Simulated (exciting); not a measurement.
Input of an exciting (release sodium) run:

Contents of input.xml:

```xml
<input>
  <title>BP</title>
  <structure speciespath="./" tshift="false">
    <crystal scale="1">
      <basevect>0.000000000000 4.287788576776 4.287788576776</basevect>
      <basevect>4.287788576776 0.000000000000 4.287788576776</basevect>
      <basevect>4.287788576776 4.287788576776 0.000000000000</basevect>
    </crystal>
    <species speciesfile="P.xml" rmt="2">
      <atom coord="0.750000000000 0.750000000000 0.750000000000"/>
    </species>
    <species speciesfile="B.xml" rmt="1.45">
      <atom coord="0.000000000000 0.000000000000 0.000000000000"/>
    </species>
  </structure>
  <groundstate do="fromscratch" ngridk="10 10 10" rgkmax="7" gmaxvr="14" lmaxapw="10" lmaxmat="10" lmaxvr="8" xctype="GGA_PBE" stype="Fermi Dirac" swidth="0.00183747" nempty="10" ValenceRelativity="iora*" epsengy="1e-05" epspot="1e-05" maxscl="60" tforce="true" outputlevel="normal"/>
</input>
```

Potentials or basis: all-electron LAPW+lo, shipped species files, valence relativity iora*.

Run with:

```bash
$ OMP_NUM_THREADS=1 exciting_smp
```

Task: Predict the band gap on the k mesh.

Result: 1.25 eV, indirect (least direct gap 3.41 eV).

A k mesh can miss the band edges.
